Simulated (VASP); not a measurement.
# ZnGe2N2 (Ibam) in VASP: single point with PBE

Aim: the single point of ZnGe2N2 with PBE.

Everything below comes from runs of VASP 6.6.1. Logs are shortened: lines on timing, memory, paths and dates and some standing lists are left out, and cuts for length are marked.

## 1. The structure

The structure is orthorhombic, space group Ibam (No. 72). The conventional cell has a = 5.693 Å, b = 8.943 Å, c = 5.541 Å, α = 90.00°, β = 90.00°, γ = 90.00°. Zn (site symmetry 222) is surrounded by 4 N at 2.08 Å. Ge (site symmetry m) is surrounded by 2 N at 1.90 to 1.96 Å. N (site symmetry m) has 2 Ge at 1.90 to 1.96 Å and 2 Zn at 2.08 Å as nearest neighbours.

The cell was built by a generator and needn't be a form met in nature.

## 2. Single point, PBE

Input file INCAR:

```
PREC = Normal ; ENCUT = 520
EDIFF = 1E-5 ; ISMEAR = 0
SIGMA = 0.15 ; LREAL = Auto
LASPH = True ; NELM = 80
ALGO = Fast ; ISIF = 2
LWAVE = False ; LCHARG = False
GGA = PE
```

Input file KPOINTS:

```
Automatic mesh
0
Gamma
  6 6 6
```

Input file POSCAR:

```
ZnGe2N2
1.0
   -2.8464700000      4.4713600000      2.7706600000
    2.8464700000     -4.4713600000      2.7706600000
    2.8464700000      4.4713600000     -2.7706600000
Zn Ge N
2 4 4
Direct
    0.7500000000      0.7500000000      0.0000000000
    0.2500000000      0.2500000000      0.0000000000
    0.8440250000      0.4616100000      0.3056350000
    0.1559750000      0.5383900000      0.6943650000
    0.3440250000      0.0383900000      0.3824150000
    0.6559750000      0.9616100000      0.6175850000
    0.6524760000      0.6284420000      0.2809180000
    0.3475240000      0.3715580000      0.7190820000
    0.1524760000      0.8715580000      0.0240340000
    0.8475240000      0.1284420000      0.9759660000
```

Potentials or basis: VASP PAW PBE potentials, release 64 (Zn, Ge_d, N).

On the command line:

```
cat potpaw_PBE.64/Zn/POTCAR potpaw_PBE.64/Ge_d/POTCAR potpaw_PBE.64/N/POTCAR > POTCAR
mpirun -np 1 vasp_std > vasp.out
```

OUTCAR:

```text
PREC = Normal
   ENCUT = 520
   EDIFF = 1E-5
   ISMEAR = 0
   LREAL = Auto
   LASPH = True
   NELM = 80
   ISIF = 2
   GGA = PE

 ion  position               nearest neighbor table
   1  0.750  0.750  0.000-   7 2.08   8 2.08   9 2.08  10 2.08   2 2.77   2 2.77
   2  0.250  0.250  0.000-   7 2.08   8 2.08   9 2.08  10 2.08   1 2.77   1 2.77
   3  0.844  0.462  0.306-  10 1.90   7 1.96   5 2.80   5 2.80   4 2.82
   4  0.156  0.538  0.694-   9 1.90   8 1.96   6 2.80   6 2.80   3 2.82
   5  0.344  0.038  0.382-   8 1.90   9 1.96   3 2.80   3 2.80   6 2.82
   6  0.656  0.962  0.618-   7 1.90  10 1.96   4 2.80   4 2.80   5 2.82
   7  0.652  0.628  0.281-   6 1.90   3 1.96   1 2.08   2 2.08
   8  0.348  0.372  0.719-   5 1.90   4 1.96   1 2.08   2 2.08
   9  0.152  0.872  0.024-   4 1.90   5 1.96   1 2.08   2 2.08
  10  0.848  0.128  0.976-   3 1.90   6 1.96   1 2.08   2 2.08

  LATTYP: Found a body centered orthorhombic cell.
 ALAT       =     5.5413200000
 B/A-ratio  =     1.0273617116
 C/A-ratio  =     1.6138248648

  Lattice vectors:

 A1 = (   2.8464700000,   4.4713600000,  -2.7706600000)
 A2 = (  -2.8464700000,   4.4713600000,   2.7706600000)
 A3 = (   2.8464700000,  -4.4713600000,   2.7706600000)

Analysis of symmetry for initial positions (statically):
=====================================================================
 Subroutine PRICEL returns:
 Original cell was already a primitive cell.

 Routine SETGRP: Setting up the symmetry group for a
 body centered orthorhombic supercell.

 Subroutine GETGRP returns: Found  8 space group operations
 (whereof  4 operations were pure point group operations)
 out of a pool of  8 trial point group operations.

The static configuration has the point symmetry C_2h.
 The point group associated with its full space group is D_2h.

Analysis of symmetry for dynamics (positions and initial velocities):
=====================================================================
 Subroutine PRICEL returns:
 Original cell was already a primitive cell.

 Routine SETGRP: Setting up the symmetry group for a
 body centered orthorhombic supercell.

 Subroutine GETGRP returns: Found  8 space group operations
 (whereof  4 operations were pure point group operations)
 out of a pool of  8 trial point group operations.

The dynamic configuration has the point symmetry C_2h.
 The point group associated with its full space group is D_2h.

 Subroutine INISYM returns: Found  8 space group operations
 (whereof  4 operations are pure point group operations),
 and found     1 'primitive' translations

----------------------------------------------------------------------------------------

                                     Primitive cell

  volume of cell :     141.0553

  direct lattice vectors                    reciprocal lattice vectors
    -2.846470000  4.471360000  2.770660000     0.000000000  0.111822801  0.180462417
     2.846470000 -4.471360000  2.770660000     0.175656164  0.000000000  0.180462417
     2.846470000  4.471360000 -2.770660000     0.175656164  0.111822801  0.000000000

  length of vectors
     5.980970535  5.980970535  5.980970535     0.212299371  0.251836796  0.208229265

  position of ions in fractional coordinates (direct lattice)
     0.750000000  0.750000000  0.000000000
     0.250000000  0.250000000  0.000000000
     0.844025000  0.461610000  0.305635000
     0.155975000  0.538390000  0.694365000
     0.344025000  0.038390000  0.382415000
     0.655975000  0.961610000  0.617585000
     0.652476000  0.628442000  0.280918000
     0.347524000  0.371558000  0.719082000
     0.152476000  0.871558000  0.024034000
     0.847524000  0.128442000  0.975966000

  ion indices of the primitive-cell ions
   primitive index   ion index
                 1           1
                 2           2
                 3           3
                 4           4
                 5           5
                 6           6
                 7           7
                 8           8
                 9           9
                10          10

----------------------------------------------------------------------------------------

 KPOINTS: Automatic mesh

Automatic generation of k-mesh.
 Grid dimensions read from file:
 generate k-points for:    6    6    6

 Generating k-lattice:

  Cartesian coordinates                     Fractional coordinates (reciprocal lattice)
     0.000000000  0.018637134  0.030077069     0.166666667 -0.000000000  0.000000000
     0.029276027  0.000000000  0.030077069    -0.000000000  0.166666667  0.000000000
     0.029276027  0.018637134  0.000000000     0.000000000  0.000000000  0.166666667

  Length of vectors
     0.035383228  0.041972799  0.034704877

  Shift w.r.t. Gamma in fractional coordinates (k-lattice)
     0.000000000  0.000000000  0.000000000

 Subroutine IBZKPT returns following result:
 ===========================================

 Found     46 irreducible k-points:

 Following reciprocal coordinates:
            Coordinates               Weight
  0.000000  0.000000  0.000000      1.000000
  0.166667  0.000000 -0.000000      4.000000
  0.333333 -0.000000  0.000000      4.000000
  0.500000  0.000000  0.000000      2.000000
  0.000000  0.166667 -0.000000      4.000000
  0.166667  0.166667 -0.000000      8.000000
[... 16 lines left out ...]
 -0.166667  0.166667  0.166667      2.000000
  0.166667  0.333333  0.166667      4.000000
 [... further k-points ...]
   k-points           NKPTS =     46   k-points in BZ     NKDIM =     46   number of bands    NBANDS=     60
   number of dos      NEDOS =    301   number of ions     NIONS =     10
   total plane-waves  NPLWV =  46656
   dimension x,y,z NGX =    36 NGY =   36 NGZ =   36
   dimension x,y,z NGXF=    72 NGYF=   72 NGZF=   72
   ions per type =               2   4   4
   NGX,Y,Z   is equivalent  to a cutoff of  10.01, 10.01, 10.01 a.u.
   NGXF,Y,Z  is equivalent  to a cutoff of  20.01, 20.01, 20.01 a.u.
 SYSTEM =  unknown system
   PREC   = normal    normal or accurate (medium, high low for compatibility)
   ISTART =      0    job   : 0-new  1-cont  2-samecut
   ICHARG =      2    charge: 1-file 2-atom 10-const
   ISPIN  =      1    spin polarized calculation?
   LNONCOLLINEAR =      F non collinear calculations
   LSORBIT =      F    spin-orbit coupling
   LASPH  =      T    aspherical Exc in radial PAW
   ENCUT  =  520.0 eV  38.22 Ry    6.18 a.u.  11.12 11.12 11.12*2*pi/ulx,y,z
   NELM   =     80;   NELMIN=  2; NELMDL= -5     # of ELM steps
   EDIFF  = 0.1E-04   stopping-criterion for ELM
   LREAL  =      T    real-space projection
   EDIFFG = 0.1E-03   stopping-criterion for IOM
   NSW    =      0    number of steps for IOM
   IBRION =     -1    ionic relax: 0-MD 1-quasi-New 2-CG
   NFREE  =      0    steps in history (QN), initial steepest desc. (CG)
   ISIF   =      2    stress and relaxation
   ISYM   =      2    0-nonsym 1-usesym 2-fastsym
   POTIM  = 0.5000    time-step for ionic-motion
   TEBEG  =    0.0;   TEEND  =   0.0 temperature during run
   PSTRESS=    0.0 pullay stress
   NELECT =     100.0000    total number of electrons
   NUPDOWN=      -1.0000    fix difference up-down
   EMIN   =  10.00;   EMAX   =-10.00  energy-range for DOS
   EFERMI =   0.00;   METHOD = LEGACY
   ISMEAR =     0;   SIGMA  =   0.15  broadening in eV -4-tet -1-fermi 0-gaus
   EFERMI_NEDOS =   21; number of points for ismear=-14 and -15
   IALGO  =     68    algorithm
   IMIX   =      4    mixing-type and parameters
     AMIX     =   0.40;   BMIX     =  1.00
     AMIX_MAG =   1.60;   BMIX_MAG =  1.00
  volume/ion in A,a.u.               =      14.11        95.19
  Fermi-wavevector in a.u.,A,eV,Ry     =   1.459750  2.758527 28.992228  2.130869
  Thomas-Fermi vector in A             =   2.576280
   LORBIT       =      0    0 simple, 1 ext, 2 COOP (PROOUT), +10 PAW based schemes
   GGA     = PE    functional components
   LHFCALC =     F    Hartree Fock is set to
   AEXX    =    0.0000 exact exchange contribution
   IVDW    =     0    specifies the selected vdW correction
   LEPSILON=     F    determine dielectric tensor
   LRPA    =     F    only Hartree local field effects (RPA)
 non-spin polarized calculation
 RMM-DIIS sequential band-by-band and
 Gauss-broadening in eV      SIGMA  =   0.15
  energy-cutoff  :      520.00
  volume of cell :      141.06
 maximum number of plane-waves:      3820
   NGX = 23   NGY = 23   NGZ = 23

 number of electron     100.0000067 magnetization

 Free energy of the ion-electron system (eV)
  ---------------------------------------------------
  ext. energy  EPLUGINS =         0.00000000
  ---------------------------------------------------
  free energy    TOTEN  =       -51.31957066 eV

  energy without entropy =      -51.29381262  energy(sigma->0) =      -51.30669164

 E-fermi :   4.8899     XC(G=0): -11.0184

 val. band max:        4.8881037018   @ k =   0.1667   0.1667  -0.0000
 cond. band min:       4.8905873765   @ k =   0.0000   0.1667  -0.0000
 fundamental gap:      0.0024836748
 Fermi energy:         4.8899095975

 k-point     1 :       0.0000    0.0000    0.0000
  band No.  band energies     occupation
      1     -19.7481      2.00000
      2     -19.7041      2.00000
      3     -19.6779      2.00000
      4     -19.6684      2.00000
      5     -19.6601      2.00000
      6     -19.6581      2.00000
[... 52 lines left out ...]
     59      11.0800      0.00000
     60      11.1741      0.00000

 k-point     2 :       0.1667    0.0000   -0.0000
  band No.  band energies     occupation
      1     -19.7402      2.00000
      2     -19.6983      2.00000
      3     -19.6783      2.00000
      4     -19.6719      2.00000
      5     -19.6550      2.00000
      6     -19.6546      2.00000
[... 1375 lines left out ...]
     59      10.8956      0.00000
     60      12.1818      0.00000

 k-point    24 :       0.1667    0.3333    0.1667
  band No.  band energies     occupation
      1     -19.6871      2.00000
      2     -19.6871      2.00000
      3     -19.6813      2.00000
      4     -19.6813      2.00000
      5     -19.6641      2.00000
      6     -19.6640      2.00000
[... 52 lines left out ...]
     59      10.4153      0.00000
     60      10.6440      0.00000

 [... further k-points ...]

------------------------ aborting loop because EDIFF is reached ----------------------------------------

  FORCE on cell =-STRESS in cart. coord.  units (eV):
  Direction    XX          YY          ZZ          XY          YZ          ZX
  --------------------------------------------------------------------------------------
  -------------------------------------------------------------------------------------
  Total       -0.0579081     -0.0845502      0.0282015     -0.0000000      0.0000000      0.0000000
  in kB       -0.6577495     -0.9603639      0.3203266     -0.0000000      0.0000000      0.0000000
  external PRESSURE =      -0.4325956 kB  Pullay stress =       0.0000000 kB

 VOLUME and BASIS-vectors are now :
 -----------------------------------------------------------------------------
  energy-cutoff  :      520.00
  volume of cell :      141.06
      direct lattice vectors                 reciprocal lattice vectors
    -2.846470000  4.471360000  2.770660000     0.000000000  0.111822801  0.180462417
     2.846470000 -4.471360000  2.770660000     0.175656164  0.000000000  0.180462417
     2.846470000  4.471360000 -2.770660000     0.175656164  0.111822801  0.000000000

 POSITION                                       TOTAL-FORCE (eV/Angst)
 -----------------------------------------------------------------------------------
      0.00000      0.00000      4.15599        -0.000000      0.000000     -0.000000
      0.00000      0.00000      1.38533        -0.000000      0.000000     -0.000000
     -0.21855      3.07652      2.77066         0.009581      0.011873     -0.000000
      3.06502      1.39484      0.00000        -0.009581     -0.011873      0.000000
      0.21855      3.07652      0.00000        -0.009581      0.011873     -0.000000
      2.62792      1.39484      2.77066         0.009581     -0.011873      0.000000
      0.73121      1.36355      2.77066        -0.008563     -0.003967     -0.000000
      2.11526      3.10781     -0.00000         0.008563      0.003967     -0.000000
      2.11526     -3.10781      2.77066         0.008563     -0.003967     -0.000000
      0.73121      7.57917      0.00000        -0.008563      0.003967      0.000000
 -----------------------------------------------------------------------------------
    total drift:                               -0.000000      0.000000     -0.000000

  FREE ENERGIE OF THE ION-ELECTRON SYSTEM (eV)
  ---------------------------------------------------
  free  energy   TOTEN  =       -51.3195706594 eV

  energy  without entropy=      -51.2938126227  energy(sigma->0) =      -51.30669164
```

Wall time 5.8 min (1 thread of Intel Xeon Platinum 8259CL at 2.50GHz (Skylake/Cascade Lake), shared host); peak memory 0.37 GiB.

What came out:

* Free energy: -51.3196 eV
* Pressure: 0.0 GPa
* Largest force: 0.015 eV/Å
* Band gap on the k mesh: none (metal or under the smearing width)

Forces on the atoms (eV/Å):
```
Zn   0.000  0.000  0.000
Zn   0.000  0.000  0.000
Ge   0.010  0.012  0.000
Ge  -0.010 -0.012  0.000
Ge  -0.010  0.012  0.000
Ge   0.010 -0.012  0.000
N   -0.009 -0.004  0.000
N    0.009  0.004  0.000
N    0.009 -0.004  0.000
N   -0.009  0.004  0.000
```

Stress tensor (GPa, compression positive):
```
-0.07  0.00  0.00
 0.00 -0.10  0.00
 0.00  0.00  0.03
```

Levels at points of the mesh, in eV from the Fermi level:
| k point | band 46 | band 47 | band 48 | band 49 | band 50 | band 51 | band 52 | band 53 | band 54 | band 55 |
| --- | --- | --- | --- | --- | --- | --- | --- | --- | --- | --- |
| (0.00, 0.00, 0.00) | -2.72 | -2.14 | -1.34 | -1.09 | -0.05 | 1.13 | 1.46 | 2.64 | 3.61 | 5.46 |
| (0.50, 0.00, 0.00) | -2.07 | -1.45 | -1.45 | -0.55 | -0.55 | 2.01 | 2.01 | 3.12 | 3.12 | 4.06 |
| (0.00, 0.50, 0.00) | -2.65 | -2.44 | -2.44 | -0.70 | -0.70 | 1.85 | 1.85 | 2.74 | 2.74 | 4.14 |
| (0.50, 0.50, 0.00) | -2.33 | -2.16 | -1.98 | -1.12 | -0.01 | 0.21 | 1.19 | 1.91 | 3.36 | 3.71 |
| (0.50, 0.50, 0.50) | -2.48 | -1.66 | -1.56 | -1.18 | -0.84 | -0.59 | -0.17 | 3.18 | 4.25 | 4.83 |
